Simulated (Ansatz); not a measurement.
# HfC: the cost of one run

Method: DFT PBE, scalar-relativistic, in Ansatz 0.2.0.

## Step 1: The system as given

The structure is cubic, space group Fm-3m (No. 225). Conventional cell: a = 4.650 Å, b = 4.650 Å, c = 4.650 Å, α = 90.00°, β = 90.00°, γ = 90.00°. Around Hf (site symmetry m-3m) lie 6 C at 2.32 to 2.33 Å. Around C (site symmetry m-3m) lie 6 Hf at 2.32 to 2.33 Å.

Structure file:

```xyz
2
Lattice="0.0000 2.3250 2.3250 2.3250 0.0000 2.3250 2.3250 2.3250 0.0000" Properties=species:S:1:pos:R:3 pbc="T T T"
Hf    2.3250    2.3250    2.3250
C     0.0000    0.0000    0.0000
```

Atoms are numbered in the order of the input: Hf1, C2.

## Step 2: After the deformation

Space group Fm-3m before, I4/mmm after.

## Step 3: All-electron LAPW

Input file input.yaml:

```yaml
crystal:
  lattice:
    - [0.0, 2.3426361566, 2.290125]
    - [2.3426361566, 0.0, 2.290125]
    - [2.3426361566, 2.3426361566, 0.0]
  atoms:
    - { symbol: Hf, position: [0.5, 0.5, 0.5] }
    - { symbol: C, position: [0.0, 0.0, 0.0] }
kpoints:
  mp_grid: { grid: [15, 15, 15] }
scf:
  occupations: { method: fermi_dirac, width: 0.05 }
hamiltonian:
  xc: pbe
  pseudopotentials: { kind: all_electron, lapw: { basis_error: 0.001 } }
output:
  forces: true
  stress: true
  eigenvalues: true
```

On the command line:

```bash
> ansatz run input.yaml --threads 1 --pin off --max-ram 2048MiB --backend cpu --events-out ev --progress --plain --runs-dir out
```

**Question.** How long does this run take on 1 thread of Arm Neoverse V2, shared host, and how much memory does it need?

About 64 s, with a peak of 0.81 GiB.
